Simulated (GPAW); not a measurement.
Something may be wrong with this GPAW 26.7.0 calculation of CdSe.

The input run.py:

```python
import json
import numpy as np
from ase import Atoms
from ase.constraints import FixSymmetry
from ase.io import write
from ase.optimize import BFGS
from ase.spacegroup import crystal
from phonopy import Phonopy
from phonopy.structure.atoms import PhonopyAtoms
from gpaw import GPAW

# Cd 4a
# Se 4d
atoms = crystal(['Cd', 'Se'],
                basis=[[0.0, 0.0, 0.0],
                       [0.25, 0.25, 0.75]],
                spacegroup=216, setting=1,  # F-43m
                cellpar=[6.1405424, 6.1405424, 6.1405424, 90.0, 90.0, 90.0],
                primitive_cell=True)

calc = GPAW(mode='lcao',
            h=0.16,
            basis='dzp',
            xc={'name': 'C09-vdW', 'backend': 'libvdwxc'},
            kpts={'size': (4, 4, 4), 'gamma': True},
            occupations={'name': 'fermi-dirac', 'width': 0.05},
            convergence={'density': 1e-06},
            mixer={'backend': 'pulay', 'beta': 1.5, 'nmaxold': 1, 'weight': 1.0},
            maxiter=80,
            txt='gpaw.txt')
atoms.calc = calc
atoms.set_constraint(FixSymmetry(atoms))
BFGS(atoms, trajectory='relax.traj', logfile='-').run(fmax=0.005, steps=40)
atoms.set_constraint()
energy = atoms.get_potential_energy()
forces = atoms.get_forces()
calc.write('gs.gpw')
write('result.traj', atoms)
print('Cell:', atoms.cell.cellpar().round(4))
print(atoms.get_scaled_positions().round(5))

def force_constants(scale):
    unit = PhonopyAtoms(symbols=atoms.get_chemical_symbols(), cell=atoms.cell[:] * scale**(1 / 3),
                        scaled_positions=atoms.get_scaled_positions())
    ph = Phonopy(unit, supercell_matrix=np.diag([2, 2, 2]), primitive_matrix=np.eye(3), symprec=1e-4)
    ph.generate_displacements(distance=0.02)
    forces = []
    for i, sc in enumerate(ph.supercells_with_displacements):
        a = Atoms(sc.symbols, cell=sc.cell, scaled_positions=sc.scaled_positions, pbc=True)
        c = GPAW(mode='lcao',
                 h=0.16,
                 basis='dzp',
                 xc={'name': 'C09-vdW', 'backend': 'libvdwxc'},
                 kpts={'size': (2, 2, 2), 'gamma': True},
                 occupations={'name': 'fermi-dirac', 'width': 0.05},
                 convergence={'density': 1e-06},
                 mixer={'backend': 'pulay', 'beta': 1.5, 'nmaxold': 1, 'weight': 1.0},
                 maxiter=80,
                 txt=f'disp-{scale:.3f}-{i:02d}.txt')
        a.calc = c
        f = a.get_forces()
        forces.append(f - f.mean(axis=0))
        print(f'displacement {i}: drift', f.mean(axis=0).round(5), flush=True)
    ph.forces = forces
    ph.produce_force_constants()
    ph.symmetrize_force_constants()
    return ph

qpoints = [[0.0, 0.0, 0.0], [0.0, 0.0, 0.5], [0.0, 0.5, 0.0], [0.0, 0.5, 0.5], [0.5, 0.0, 0.0], [0.5, 0.0, 0.5], [0.5, 0.5, 0.0], [0.5, 0.5, 0.5]]
results = {}
for scale in [1.0]:
    ph = force_constants(scale)
    ph.run_qpoints(qpoints)
    nu = ph.qpoints.frequencies * 33.35641  # THz to cm^-1
    results[f'{scale:.3f}'] = nu.tolist()
    for qp, f in zip(qpoints, nu):
        print(scale, np.round(qp, 4), f.round(2))

path = atoms.cell.bandpath('GXWKGLUWLK,UX', npoints=60, eps=1e-4)
ph.run_qpoints(path.kpts)
results['path'] = (ph.qpoints.frequencies * 33.35641).tolist()
results['path_q'] = path.kpts.tolist()
x, ticks, names = path.get_linear_kpoint_axis()
results['axis'] = [x.tolist(), list(ticks), names]
ph.run_mesh([15, 15, 15], is_gamma_center=True)
ph.run_thermal_properties(temperatures=[0, 100, 200, 300, 500, 800], cutoff_frequency=0.05)
tp = ph.thermal_properties
results['thermal'] = [list(v) for v in (tp.temperatures, tp.free_energy, tp.entropy, tp.heat_capacity)]
for t, fv, s, cv in zip(*results['thermal']):
    print(f'{t:6.0f} K  F {fv:9.4f} kJ/mol  S {s:9.4f} J/K/mol  Cv {cv:9.4f} J/K/mol')
json.dump(results, open('phonons.json', 'w'))
```

Potentials or basis: GPAW PAW data sets (gpaw-data 1.2.1), lcao:dzp.

Launch:

```console
$ OMP_NUM_THREADS=1 python run.py
```

gpaw.txt:

```text
__  _  _
 | _ |_)|_||  |
 |__||  | ||/\| - 26.7.0

Input parameters:
  mode=LCAO(),
  basis={'default': 'dzp'},
  convergence={'density': 1e-06},
  h=0.16,
  kpts=MonkhorstPack(size=(4, 4, 4), gamma=True),
  maxiter=80,
  mixer=Pulay(name='pulay', nmaxold=1, beta=1.5, weight=1.0, sigma=0.015, g_ss=None),
  occupations=Occupations(name='fermi-dirac', width=0.05),
  xc=XC(name='C09-vdW', backend='libvdwxc')

                     Se

       Cd

Atoms  # Å, Bohr magnetons
|   | symbol |        x |        y |        z |    initial magnetic moments |
|---|--------|----------|----------|----------|-----------------------------|
| 0 |     Cd | 0.000000 | 0.000000 | 0.000000 | ( 0.0000,  0.0000,  0.0000) |
| 1 |     Se | 4.605407 | 4.605407 | 4.605407 | ( 0.0000,  0.0000,  0.0000) |

Unit cell  # Å
[... 350 lines left out ...]
    FST axes: []

xc functional:
  name: vdW-C09 with libvdwxc
  Mode: serial
  Semilocal: GGA_X_C09X+LDA_C_PW with 2 nearest neighbor stencil
  Corresponding non-local functional: vdW-DF
  Local blocksize: 48 x 48 x 48
  PAW datasets: PBE
interpolation: tri-quintic # 5. degree polynomial

convergence criteria:
- Maximum integral of absolute [dens]ity change: 1e-06 electrons / valence electron
- Maximum [total energy] change in last 3 cyles: 0.0005 eV / valence electron
- Maximum integral of absolute [eigenst]ate change: 4e-08 eV^2 / valence electron
maximum number of iterations: 80

SCF iterations
|iter     | |      energy | eigst |  dens |
|---------|-|-------------|-------|-------|
|iter:   1| |   75.912799 |      c|       |
|iter:   2| |   75.065366 |      c| -1.33 |
|iter:   3| |   69.100440 |      c| -1.12 |
|iter:   4| |   23.845928 |      c| -0.75 |
|iter:   5| | -428.065267 |      c| -0.28 |
|iter:   6| |-3509.034939 |      c| +0.25 |
|iter:   7| |-4741.360224 |      c| +0.44 |
|iter:   8| |-6668.641253 |      c| +0.52 |
|iter:   9| |-6615.141620 |      c| +0.56 |
|iter:  10| |-7646.297990 |      c| +0.57 |
|iter:  11| |-7139.393825 |      c| +0.58 |
|iter:  12| |-7907.792562 |      c| +0.58 |
|iter:  13| |-7276.528742 |      c| +0.59 |
|iter:  14| |-7975.431461 |      c| +0.59 |
|iter:  15| |-7311.742727 |      c| +0.59 |
[... 21 lines left out ...]
|iter:  37| |-7323.850946 |      c| +0.59 |
|iter:  38| |-7998.600432 |      c| +0.59 |
|iter:  39| |-7323.850949 |      c| +0.59 |
|iter:  40| |-7998.600433 |      c| +0.59 |
|iter:  41| |-7323.850949 |      c| +0.59 |
|iter:  42| |-7998.600434 |      c| +0.59 |
|iter:  43| |-7323.850950 |      c| +0.59 |
|iter:  44| |-7998.600434 |      c| +0.59 |
|iter:  45| |-7323.850950 |      c| +0.59 |
|iter:  46| |-7998.600434 |      c| +0.59 |
```

Question: How did it end, and where is the flaw?

Answer: The calculation hadn't finished when its time ran out. The input holds a flaw that was put in on purpose: density mixing far too strong (mixer = backend pulay, beta 1.5, nmaxold 1, weight 1.0).
